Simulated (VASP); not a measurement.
# PbSe (Clausthalite) (Fm-3m) in VASP: further runs, part 2 of 2

VASP 6.6.1.

### Step 3. Relaxation of the atoms, PBE

INCAR

```
SYSTEM = PbSe
ALGO = Fast
EDIFF = 1E-7
EDIFFG = -0.01
ENCUT = 600
GGA = PE
IBRION = 2
ISIF = 2
ISMEAR = 0
LASPH = .True.
LCHARG = .False.
LREAL = .False.
LWAVE = .False.
NELM = 80
NSW = 40
PREC = Accurate
SIGMA = 0.03
```

KPOINTS

```
k-points
0
Gamma
  8 8 8
  0 0 0
```

POSCAR

```
PbSe                                    
1.0
    0.0000000000      3.1088316880      3.1088316880
    3.1088316880      0.0000000000      3.1088316880
    3.1088316880      3.1088316880      0.0000000000
  Pb              Se            
     1     1
Direct
     0.0000000000000000    0.0000000000000000    0.0000000000000000
     0.5000000000000000    0.5000000000000000    0.5000000000000000
```

Potentials or basis: VASP PAW PBE potentials, release 64 (Pb_d, Se).

The run is started by

```console
$ cat potpaw_PBE.64/Pb_d/POTCAR potpaw_PBE.64/Se/POTCAR > POTCAR
$ mpirun -np 1 vasp_std > vasp.out
```

OUTCAR:

```text
SYSTEM = PbSe
   EDIFF = 1E-7
   EDIFFG = -0.01
   ENCUT = 600
   GGA = PE
   IBRION = 2
   ISIF = 2
   ISMEAR = 0
   LASPH = .True.
   LREAL = .False.
   NELM = 80
   NSW = 40
   PREC = Accurate

 ion  position               nearest neighbor table
   1  0.000  0.000  0.000-   2 3.11   2 3.11   2 3.11   2 3.11   2 3.11   2 3.11
   2  0.500  0.500  0.500-   1 3.11   1 3.11   1 3.11   1 3.11   1 3.11   1 3.11

  LATTYP: Found a face centered cubic cell.
 ALAT       =     6.2176633760

  Lattice vectors:

 A1 = (   0.0000000000,   3.1088316880,   3.1088316880)
 A2 = (   3.1088316880,   0.0000000000,   3.1088316880)
 A3 = (   3.1088316880,   3.1088316880,   0.0000000000)

Analysis of symmetry for initial positions (statically):
=====================================================================
 Subroutine PRICEL returns:
 Original cell was already a primitive cell.

 Routine SETGRP: Setting up the symmetry group for a
 face centered cubic supercell.

 Subroutine GETGRP returns: Found 48 space group operations
 (whereof 48 operations were pure point group operations)
[... 180 lines left out ...]
      5     -12.2596      2.00000
      6      -8.7064      2.00000
      7      -1.8752      2.00000
      8       2.8324      2.00000
      9       2.8324      2.00000
     10       2.8324      2.00000
     11       9.1077      0.00000
     12       9.1077      0.00000
     13       9.1077      0.00000
     14      11.1175      0.00000
[... 377 lines left out ...]
      1     -12.3035      2.00000
      2     -12.2697      2.00000
      3     -12.2560      2.00000
      4     -12.2482      2.00000
      5     -12.2359      2.00000
      6      -7.5859      2.00000
      7      -3.7516      2.00000
      8       1.5345      2.00000
      9       1.8755      2.00000
     10       3.7630      2.00000
     11       5.9692      0.00000
     12       7.9077      0.00000
     13       8.5256      0.00000
     14      12.1379      0.00000

 [... further k-points ...]

------------------------ aborting loop because EDIFF is reached ----------------------------------------

  FORCE on cell =-STRESS in cart. coord.  units (eV):
  Direction    XX          YY          ZZ          XY          YZ          ZX
  --------------------------------------------------------------------------------------
  -------------------------------------------------------------------------------------
  Total        0.0037020      0.0037020      0.0037020      0.0000000     -0.0000000     -0.0000000
  in kB        0.0987029      0.0987029      0.0987029      0.0000000     -0.0000000     -0.0000000
  external PRESSURE =       0.0987029 kB  Pullay stress =       0.0000000 kB

 VOLUME and BASIS-vectors are now :
 -----------------------------------------------------------------------------
  energy-cutoff  :      600.00
  volume of cell :       60.09
      direct lattice vectors                 reciprocal lattice vectors
     0.000000000  3.108831688  3.108831688    -0.160832123  0.160832123  0.160832123
     3.108831688  0.000000000  3.108831688     0.160832123 -0.160832123  0.160832123
     3.108831688  3.108831688  0.000000000     0.160832123  0.160832123 -0.160832123

 POSITION                                       TOTAL-FORCE (eV/Angst)
 -----------------------------------------------------------------------------------
      0.00000      0.00000      0.00000         0.000000      0.000000      0.000000
      3.10883      3.10883      3.10883         0.000000     -0.000000      0.000000
 -----------------------------------------------------------------------------------
    total drift:                                0.000000      0.000000      0.000000

  FREE ENERGIE OF THE ION-ELECTRON SYSTEM (eV)
  ---------------------------------------------------
  free  energy   TOTEN  =        -8.1987870654 eV

  energy  without entropy=       -8.1987870654  energy(sigma->0) =       -8.19878707

 reached required accuracy - stopping structural energy minimisation
```

OSZICAR:

```text
N       E                     dE             d eps       ncg     rms          rms(c)
DAV:   1     0.168664131542E+03    0.16866E+03   -0.10386E+04   812   0.161E+03
DAV:   2     0.616192129350E+01   -0.16250E+03   -0.15936E+03   824   0.373E+02
DAV:   3    -0.816880976371E+01   -0.14331E+02   -0.14024E+02  1106   0.112E+02
DAV:   4    -0.850965164347E+01   -0.34084E+00   -0.34050E+00   864   0.203E+01
DAV:   5    -0.852048074635E+01   -0.10829E-01   -0.10829E-01  1162   0.381E+00    0.271E+00
RMM:   6    -0.819878949296E+01    0.32169E+00   -0.41744E-01   814   0.424E+00    0.147E+00
RMM:   7    -0.819737524433E+01    0.14142E-02   -0.18416E-01   895   0.278E+00    0.843E-01
RMM:   8    -0.820156876281E+01   -0.41935E-02   -0.21138E-02   817   0.188E+00    0.227E-01
RMM:   9    -0.819862272735E+01    0.29460E-02   -0.73423E-03   855   0.957E-01    0.710E-02
RMM:  10    -0.819875928850E+01   -0.13656E-03   -0.15704E-03   981   0.434E-01    0.301E-02
RMM:  11    -0.819878319003E+01   -0.23902E-04   -0.25315E-04  1019   0.157E-01    0.631E-03
RMM:  12    -0.819878675737E+01   -0.35673E-05   -0.40049E-05  1054   0.595E-02    0.869E-03
RMM:  13    -0.819878670034E+01    0.57028E-07   -0.51763E-06   941   0.222E-02    0.598E-03
RMM:  14    -0.819878704503E+01   -0.34469E-06   -0.15102E-06   780   0.108E-02    0.135E-03
RMM:  15    -0.819878706537E+01   -0.20336E-07   -0.27418E-07   595   0.620E-03
   1 F= -.81987871E+01 E0= -.81987871E+01  d E =-.819879E+01
```

It took 14 s on 1 thread of Intel Xeon 6975P-C (Granite Rapids), shared host; peak memory 0.21 GiB.

Results:

* Free energy: -8.1988 eV
* Pressure after relaxing: 0.0 GPa
* Band gap on the k mesh: 0.44 eV, direct

Final structure:
```
Pb Se
1.0
     0.00000    3.10883    3.10883
     3.10883    0.00000    3.10883
     3.10883    3.10883    0.00000
Pb Se
1 1
Cartesian
  0.0000 0.0000 0.0000
  3.1088 3.1088 3.1088
```

Caveat: the relaxation stopped at its first step, so nothing moved; spin-orbit coupling is left out, which as a rule narrows the gap of such compounds by several tenths of an eV.

### Step 4. Relaxation of the atoms, PBE (a relaxed cell with its volume scaled by 1.02)

INCAR is that of step 3.

KPOINTS is that of step 3.

POSCAR

```
PbSe                                    
1.0
    0.0000000000      3.1294205773      3.1294205773
    3.1294205773      0.0000000000      3.1294205773
    3.1294205773      3.1294205773      0.0000000000
  Pb              Se            
     1     1
Direct
     0.0000000000000000    0.0000000000000000    0.0000000000000000
     0.5000000000000000    0.5000000000000000    0.5000000000000000
```

The run is started by

```console
$ cat potpaw_PBE.64/Pb_d/POTCAR potpaw_PBE.64/Se/POTCAR > POTCAR
$ mpirun -np 1 vasp_std > vasp.out
```

It took 14 s on 1 thread of Intel Xeon 6975P-C (Granite Rapids), shared host; peak memory 0.21 GiB.

It converged, with:

- Free energy: -8.1956 eV
- Pressure after relaxing: -0.9 GPa
- Band gap on the k mesh: 0.49 eV, direct

Final structure:
```yaml
crystal:
  lattice:
    - [0.00000, 3.12942, 3.12942]
    - [3.12942, 0.00000, 3.12942]
    - [3.12942, 3.12942, 0.00000]
  atoms:
    - { symbol: Pb, position: [0.00000, 0.00000, 0.00000] }
    - { symbol: Se, position: [0.50000, 0.50000, 0.50000] }
```

Levels at points of the mesh, in eV from the valence-band top:
| k point | band 7 | band 8 | band 9 | band 10 | band 11 | band 12 | band 13 | band 14 |
| --- | --- | --- | --- | --- | --- | --- | --- | --- |
| (0.00, 0.00, 0.00) | -6.36 | -1.54 | -1.54 | -1.54 | 4.61 | 4.61 | 4.61 | 6.70 |
| (0.50, 0.00, 0.00) | -8.41 | -1.18 | -1.18 | 0.00 | 0.49 | 1.87 | 1.87 | 8.51 |
| (0.50, 0.50, 0.00) | -7.24 | -4.40 | -2.78 | -2.78 | 4.02 | 5.40 | 5.40 | 5.81 |

Caveat: the relaxation stopped at its first step, so nothing moved; spin-orbit coupling is left out, which as a rule narrows the gap of such compounds by several tenths of an eV. A k mesh can miss the band edges.

### Step 5. Relaxation of the atoms, PBE (a relaxed cell with its volume scaled by 1.04)

INCAR is that of step 4.

KPOINTS is that of step 4.

POSCAR

```
PbSe                                    
1.0
    0.0000000000      3.1497420596      3.1497420596
    3.1497420596      0.0000000000      3.1497420596
    3.1497420596      3.1497420596      0.0000000000
  Pb              Se            
     1     1
Direct
     0.0000000000000000    0.0000000000000000    0.0000000000000000
     0.5000000000000000    0.5000000000000000    0.5000000000000000
```

The run is started by

```console
$ cat potpaw_PBE.64/Pb_d/POTCAR potpaw_PBE.64/Se/POTCAR > POTCAR
$ mpirun -np 1 vasp_std > vasp.out
```

Wall time 14 s (1 thread of Intel Xeon 6975P-C (Granite Rapids), shared host); peak memory 0.21 GiB.

It converged, with:

```yaml
Free_energy: -8.1860 eV
Pressure_after_relaxing: -1.7 GPa
Band_gap_on_the_k_mesh: 0.54 eV, direct
```

Final structure:
```yaml
crystal:
  lattice:
    - [0.00000, 3.14974, 3.14974]
    - [3.14974, 0.00000, 3.14974]
    - [3.14974, 3.14974, 0.00000]
  atoms:
    - { symbol: Pb, position: [0.00000, 0.00000, 0.00000] }
    - { symbol: Se, position: [0.50000, 0.50000, 0.50000] }
```

Levels at points of the mesh, in eV from the valence-band top:
| k point | band 8 | band 9 | band 10 | band 11 | band 12 | band 13 |
| --- | --- | --- | --- | --- | --- | --- |
| (0.00, 0.00, 0.00) | -1.45 | -1.45 | -1.45 | 4.57 | 4.57 | 4.57 |
| (0.50, 0.00, 0.00) | -1.10 | -1.10 | 0.00 | 0.54 | 1.92 | 1.92 |
| (0.50, 0.50, 0.00) | -4.24 | -2.66 | -2.66 | 4.10 | 5.34 | 5.34 |

Caveat: the relaxation stopped at its first step, so nothing moved; spin-orbit coupling is left out, which as a rule narrows the gap of such compounds by several tenths of an eV.

### Step 6. Relaxation of the atoms, PBE (a relaxed cell with its volume scaled by 1.06)

INCAR is that of step 5.

KPOINTS is that of step 5.

POSCAR

```
PbSe                                    
1.0
    0.0000000000      3.1698046518      3.1698046518
    3.1698046518      0.0000000000      3.1698046518
    3.1698046518      3.1698046518      0.0000000000
  Pb              Se            
     1     1
Direct
     0.0000000000000000    0.0000000000000000    0.0000000000000000
     0.5000000000000000    0.5000000000000000    0.5000000000000000
```

Potentials or basis: VASP PAW PBE potentials, release 64 (Pb_d, Se).

The run is started by

```console
$ cat potpaw_PBE.64/Pb_d/POTCAR potpaw_PBE.64/Se/POTCAR > POTCAR
$ mpirun -np 1 vasp_std > vasp.out
```

Run time: 14 s. Hardware: 1 thread of Intel Xeon 6975P-C (Granite Rapids), shared host; peak memory 0.22 GiB.

The run converged. Its results:

```yaml
Free_energy: -8.1709 eV
Pressure_after_relaxing: -2.4 GPa
Band_gap_on_the_k_mesh: 0.59 eV, direct
```

Final structure:
```
CELL_PARAMETERS angstrom
0.00000 3.16980 3.16980
3.16980 0.00000 3.16980
3.16980 3.16980 0.00000
ATOMIC_POSITIONS crystal
Pb 0.00000 0.00000 0.00000
Se 0.50000 0.50000 0.50000
```

Levels at points of the mesh, in eV from the valence-band top:
```tsv
k point	band 6	band 7	band 8	band 9	band 10	band 11	band 12	band 13	band 14
(0.00, 0.00, 0.00)	-12.70	-6.40	-1.36	-1.36	-1.36	4.53	4.53	4.53	6.79
(0.50, 0.00, 0.00)	-11.87	-8.21	-1.02	-1.02	0.00	0.59	1.95	1.95	8.48
(0.50, 0.50, 0.00)	-11.63	-7.17	-4.09	-2.55	-2.55	4.18	5.28	5.28	5.66
```

Caveat: the relaxation stopped at its first step, so nothing moved; spin-orbit coupling is left out, which as a rule narrows the gap of such compounds by several tenths of an eV.

### Step 7. The runs side by side

```csv
cell,gap on the mesh (eV),pressure (GPa)
atoms relaxed from: a relaxed cell with its volume scaled by 0.98,0.38,1.0
atoms relaxed,0.44,0.0
atoms relaxed from: a relaxed cell with its volume scaled by 1.02,0.49,-0.9
atoms relaxed from: a relaxed cell with its volume scaled by 1.04,0.54,-1.7
atoms relaxed from: a relaxed cell with its volume scaled by 1.06,0.59,-2.4
```

Alike in all rows: task relaxation of the atoms; level PBE; potentials or basis VASP PAW PBE potentials, release 64 (Pb_d, Se); no spin polarisation; k mesh 8 × 8 × 8; cutoff (eV) 600; smearing gaussian 0.03 eV.

Caveats: the relaxation stopped at its first step, so nothing moved; spin-orbit coupling is left out, which as a rule narrows the gap of such compounds by several tenths of an eV.

Absolute energies hang on the potentials; compare differences alone.

### Step 8. Against experiment

Step 3. Measured gap of PbSe: 0.15 eV (direct; 4.2 K; a printed reference work, monograph). This calculation gives 0.44 eV (+0.29 eV). 2 values of this kind are on record (0.15 to 0.28 eV); this one was drawn at random. Spin-orbit coupling on Pb, Se is left out. The value is that of PBE on a finite k mesh, which can miss the band edges, without temperature or zero-point motion.
